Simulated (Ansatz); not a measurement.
# Bi2Se3 (Paraguanajuatite) (R-3m) in Ansatz: single point with PBE

Aim: the single point of Bi2Se3 (Paraguanajuatite) with PBE.

Program: Ansatz 0.2.0. These are calculated values, not measurements. Logs are shortened: lines on timing, memory, paths and dates and some standing lists are left out, and cuts for length are marked.

## (1) The crystal as given

The structure is trigonal, space group R-3m (No. 166). The conventional cell has a = 4.143 Å, b = 4.143 Å, c = 28.636 Å, α = 90.00°, β = 90.00°, γ = 120.00°. Around Bi (site symmetry 3m) lie 6 Se at 2.85 to 3.07 Å. Around Se (site symmetry 3m) lie 3 Bi at 2.85 Å. Around Se (site symmetry -3m) lie 6 Bi at 3.07 Å.

## (2) Single point, PBE

Input file input.yaml:

```yaml
crystal:
  lattice:
    - [2.0715, 1.1959810826, 9.5453333333]
    - [-2.0715, 1.1959810826, 9.5453333333]
    - [0.0, -2.3919621653, 9.5453333333]
  atoms:
    - { symbol: Bi, position: [0.5992, 0.5992, 0.5992] }
    - { symbol: Bi, position: [0.4008, 0.4008, 0.4008] }
    - { symbol: Se, position: [0.7883, 0.7883, 0.7883] }
    - { symbol: Se, position: [0.2117, 0.2117, 0.2117] }
    - { symbol: Se, position: [0.0, 0.0, 0.0] }
hamiltonian:
  xc: pbe
  pseudopotentials: { kind: paw }
kpoints:
  mp_grid: { grid: [8, 8, 8] }
scf:
  occupations: { method: fermi_dirac, width: 0.05 }
basis:
  ecutwfc: "300 eV"
output:
  forces: true
  stress: true
  eigenvalues: true
```

Potentials or basis: Ansatz PAW.

Command:

```
$ ansatz run input.yaml --threads 2 --pin off --max-ram 5120MiB --backend cpu --events-out ev --progress --plain --runs-dir out
```

The program printed:

```text
Warning: basis.ecutwfc = 300 eV is below the records' recommended 420 eV, and the density's cutoff is lower with it unless basis.ecutrho_ratio is high enough to keep the records' density cutoff: compare with a run at a higher cutoff
Warning: RAYON_NUM_THREADS=2 ignored (pool sized by the plan → 2); use --threads N
basis.fft_grid_basis auto: the FFT boxes are laid along the combinations [[1, 0, -1], [0, 1, -1], [0, 0, 1]] of the cell's own vectors, 4.143, 4.143 and 9.840 Å long. The dense box has 24×24×60 points. Along the cell's own vectors, as sized, it would have 60×60×60, 6.25 times as many. Of the 12 symmetry operations that the crystal satisfies within crystal.symmetry.tolerance (time reversal apart; of a slab, those that keep its plane) the dense box along the cell's own vectors carries 12, and the one as laid loses 8 of those. basis.fft_grid_basis: typed keeps the cell's own vectors: state it where this run's energies or levels are differenced outside the engine with another run's, or held beside a run that keeps those vectors.
Engine: ansatz 0.2.0, x86_64-unknown-linux-gnu
Pseudopotentials: kind: paw
Pseudopotential: Bi, paw, valence charge 15, recommended cutoff 420 eV (normal), Bi.paw.azcp
Pseudopotential: Se, paw, valence charge 16, recommended cutoff 420 eV (normal), Se.paw.azcp
Functional definition: PBE
  parameter kappa = 0.804
  parameter beta = 0.06672455060314922
  exchange = pbe_x(kappa = kappa, mu = beta*pi^2/3)
  correlation = pbe_c(beta = beta)
Crystal: 5 atoms, lattice volume = 141.890 Å³
Basis set: ecut = 300 eV, 1647 PW (Γ), FFT grids on a1−a3, a2−a3, a3, exchange–correlation on 48×48×120 points (8 copies of the dense FFT grid, shifted against one another)
Bands: 47, of which v1, the nominal top of the filled ones, is band 39 counted from 1 (38 counted from 0)
Symmetry: 12 space group operations
Space group: R-3m (ITA 166), of the structure as read, at distance tolerance 5.2e-5 Å
k-points: 65 of 512
Non-local potential: Bi, projectors of the file, l = 0: 2, l = 1: 2, l = 2: 2, l = 3: 2
Non-local potential: Se, projectors of the file, l = 0: 2, l = 1: 2, l = 2: 3, l = 3: 1
PAW form: soft (Blöchl's): semilocal exchange-correlation on the pseudo side does not see the compensation charge
PAW one-centre angular grid: Bi, 590 points (default); XC on 64 Gauss nodes
PAW one-centre angular grid: Se, 590 points (default); XC on 64 Gauss nodes
Initial density: superposition of atomic densities (neutral atoms: chi_scale 0, normalization atom), corrected by the library's trained network
Initial wavefunctions: pseudopotential atomic-orbital guess
Functional: x = pbe(κ = 0.804, μ = 0.2195149727645171), c = pbe(β = 0.06672455060314922)
SCF iter   1: F=—  HF=-41201.971784 eV  |F-HF|=—  |Δ(HF+E_count)|=         —  Δρ=1.85e-3  dr2=2.85e-3  ethr=1.77e-3  ⟨swp⟩=7.8  Hψ=12387  notcnv=0  defer=6
preconditioner: auto → Resta (q_TF=auto, 2.469 Å⁻¹)  ε∞=4.1  [insulator: Δε(μ)=0.218 eV  Ē_g=9.374 eV  σ=0.050 eV  W_gap=0.80  n_scr=36 (ndim 8)  ℏωp=16.5 eV  f_vac=0.033  D(μ)=0.02/eV (n_scr^D=0)  ε∞_Penn≈4.1]
SCF iter   2: F=—  HF=-41201.968265 eV  |F-HF|=—  |Δ(HF+E_count)|=   3.52e-3  Δρ=1.08e-3  dr2=1.05e-3  ethr=3.65e-6  ⟨swp⟩=2.0  Hψ=6117  notcnv=0  defer=28
SCF iter   3: F=—  HF=-41201.968385 eV  |F-HF|=—  |Δ(HF+E_count)|=   1.20e-4  Δρ=4.01e-4  dr2=3.17e-4  ethr=1.35e-6  ⟨swp⟩=2.0  Hψ=4523  notcnv=0  defer=1
automatic band count: iteration 3 solves 46 bands in place of 47: the levels show a gap, and the empty bands left out lie too high to hold charge; the band table lists the bands solved (type scf.n_extra_bands for more)
SCF iter   4: F=—  HF=-41201.968412 eV  |F-HF|=—  |Δ(HF+E_count)|=   2.73e-5  Δρ=1.76e-4  dr2=6.66e-5  ethr=4.06e-7  ⟨swp⟩=2.1  Hψ=3484  notcnv=0  defer=1
SCF iter   5: F=—  HF=-41201.968392 eV  |F-HF|=—  |Δ(HF+E_count)|=   2.03e-5  Δρ=5.63e-5  dr2=5.35e-6  ethr=8.54e-8  ⟨swp⟩=2.0  Hψ=4540  notcnv=0  defer=1
SCF iter   6: F=—  HF=-41201.968396 eV  |F-HF|=—  |Δ(HF+E_count)|=   3.54e-6  Δρ=1.65e-5  dr2=5.18e-7  ethr=6.86e-9  ⟨swp⟩=2.1  Hψ=4590  notcnv=0  defer=1
SCF iter   7: F=-41201.968396 eV  HF=-41201.968396 eV  |F-HF|=1.11e-8  |Δ(HF+E_count)|=   7.75e-7  Δρ=5.55e-6  dr2=6.45e-8  ethr=1.28e-10  ⟨swp⟩=6.7  Hψ=12671  notcnv=0
SCF 1 converged in 7 iterations: F = -41201.968396 eV  dr2 = 6.45e-8
SCF converged after 7 iterations
Free energy (F): -41201.968396 eV
Harris-Foulkes:  -41201.968396 eV  (|F-HF|=1.11e-8)
Internal energy: -41201.968195 eV  (E = F + TS)
E sigma→0 (E₀):  -41201.968296 eV
Entropy (-TS):   -0.000201 eV (-0.040 meV/atom)
Fermi energy:    9.193529 eV
--- Per-component energies (eV) ---
  E_band       = -1343.108426
  E_kinetic    = 959.712195
  E_local      = -10359.704734  (includes V_loc(G=0)·N_el)
  E_nonlocal   = -660.640439
  E_hartree    = 4613.682842
  E_xc         = -617.467341
  E_vxc        = -585.422676  (∫ρ·V_xc dr)
  E_paw        = -27063.173847  (= ΣΔE_a)
  E_vpaw       = 75.583638  (= ΣTr[D̂ρ^β])
  E_aug_tail   = -0.000291  (compensation charges beyond the density's cutoff)
  E_ewald      = -8074.376580
  E_smearing   = -0.000201  (= −TS)
  E_closure    = 0.000000  (closes the sum)
  Σ components = -41201.968396   (vs F -41201.968396, Δ=0.00e0)
--- Forces (eV/Å), atoms counted from 1 ---
  atom   1  Bi     0.00000000    -0.00000000     0.16274105
  atom   2  Bi     0.00000000     0.00000000    -0.16274105
  atom   3  Se     0.00000000    -0.00000000     0.16491093
  atom   4  Se     0.00000000     0.00000000    -0.16491093
  atom   5  Se    -0.00000000     0.00000000    -0.00000000
  max |Σ_I F_I| component: 2.78e-17 eV/Å
--- Stress (GPa, compression-positive) ---
        2.569247       0.000000       0.000000
        0.000000       2.569247      -0.000000
        0.000000      -0.000000       2.601873
  P = ⅓ Tr σ = 2.5801 GPa (25.801 kbar)
--- Band table (eV; the first three rows and the last of 65) ---
  k-point 0: bands = ["-38.4200", "-38.4200", "-38.4197", "-38.4197", "-38.4135", "-38.4135", "-38.4129", "-38.4129", "-38.4106", "-38.4096", "-38.2927", "-38.2844", "-38.2844", "-38.2538", "-38.2538", "-14.0846", "-14.0846", "-14.0842", "-14.0842", "-14.0734", "-14.0719", "-14.0631", "-14.0631", "-14.0597", "-14.0597", "-5.3646", "-4.6338", "-3.7679", "-0.4445", "0.3213", "6.8921", "6.9649", "7.2027", "7.2027", "7.2120", "7.2120", "7.8615", "7.8615", "9.0810", "9.3020", "10.4867", "10.4867", "11.2117", "11.8071", "11.8071", "14.9204"]
  k-point 1: bands = ["-38.4200", "-38.4199", "-38.4199", "-38.4195", "-38.4139", "-38.4134", "-38.4134", "-38.4134", "-38.4102", "-38.4096", "-38.2925", "-38.2848", "-38.2846", "-38.2539", "-38.2537", "-14.0875", "-14.0856", "-14.0811", "-14.0795", "-14.0712", "-14.0694", "-14.0660", "-14.0642", "-14.0626", "-14.0599", "-5.2225", "-4.5130", "-3.6850", "-0.5362", "0.1581", "6.0447", "6.1341", "6.7088", "6.7939", "7.3034", "7.7169", "7.7285", "8.0976", "8.3646", "10.2136", "10.8706", "10.9513", "11.2198", "11.8006", "12.0566", "14.5585"]
  k-point 2: bands = ["-38.4204", "-38.4202", "-38.4201", "-38.4199", "-38.4142", "-38.4140", "-38.4139", "-38.4137", "-38.4105", "-38.4102", "-38.2930", "-38.2852", "-38.2849", "-38.2543", "-38.2540", "-14.0950", "-14.0913", "-14.0744", "-14.0734", "-14.0726", "-14.0694", "-14.0648", "-14.0635", "-14.0623", "-14.0604", "-4.8102", "-4.1830", "-3.4746", "-0.8779", "-0.2939", "4.9432", "5.4589", "5.9229", "6.2161", "6.7104", "7.2374", "7.8240", "7.9266", "8.5502", "10.2896", "11.0369", "11.2719", "11.8501", "12.2556", "13.1579", "13.6726"]
  k-point 64: bands = ["-38.4205", "-38.4205", "-38.4205", "-38.4205", "-38.4145", "-38.4145", "-38.4141", "-38.4141", "-38.4113", "-38.4111", "-38.2938", "-38.2854", "-38.2854", "-38.2545", "-38.2545", "-14.0862", "-14.0862", "-14.0851", "-14.0851", "-14.0772", "-14.0730", "-14.0666", "-14.0666", "-14.0617", "-14.0617", "-5.2054", "-4.9685", "-3.4762", "-0.8846", "0.6965", "6.3898", "7.0886", "7.0886", "7.4513", "7.4513", "7.5381", "7.6910", "7.6910", "8.6291", "9.7154", "10.7891", "10.7891", "11.1391", "11.4673", "11.4673", "14.8765"]
```

Run time: 4.8 s. Hardware: 2 threads of Intel Xeon at 2.60GHz (Ice Lake), shared host; peak memory 0.55 GiB.

Results:

- Free energy: -41201.9684 eV
- Pressure: 2.6 GPa
- Largest force: 0.165 eV/Å
- Band gap on the k mesh: 0.22 eV, direct

Forces in eV/Å, atoms in the order of the input:
```
Bi   0.000  0.000  0.163
Bi   0.000  0.000 -0.163
Se   0.000  0.000  0.165
Se   0.000  0.000 -0.165
Se   0.000  0.000  0.000
```

Caveat: the pressure holds a Pulay correction of +3.2 GPa for the finite cutoff; spin-orbit coupling is left out, which as a rule narrows the gap of such compounds by several tenths of an eV; the cutoff lies under the one recommended for these potentials.
